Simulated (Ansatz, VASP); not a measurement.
## One calculation of LiH, two programs

```
Li H
1.0
     0.00000    2.14485    2.14485
     2.14485    0.00000    2.14485
     2.14485    2.14485    0.00000
Li H
1 1
Direct
  0.00000 0.00000 0.00000
  0.25000 0.25000 0.25000
```

Alike in both runs: task electric field gradients; functional PBE; k mesh 4 × 4 × 4; occupations fermi-dirac, width 0.05 eV; no spin polarisation.

|  | VASP | Ansatz |
| --- | --- | --- |
| version | VASP 6.6.1 | Ansatz 0.2.0 |
| potentials or method | VASP PAW PBE potentials, release 64 (Li_sv, H) | PAW with Ansatz's default frozen-core files, scalar-relativistic |
| plane-wave cutoff (eV) | 520 | 420 |
| valence electrons in the cell | 4 | 4 |

```csv
,VASP,Ansatz,Ansatz less VASP
gap on the k mesh at the Fermi level (eV),4.20,4.20,-0.006
Vzz of the field gradient on the site that differs most (V/Å²),0.0,0.0,0.00
```

Caveats: the k mesh is coarse (spacing up to 0.63 Å⁻¹), so the values aren't converged. PBE gaps usually lie below the measured ones, often by a third to a half. A k mesh can miss the band edges.
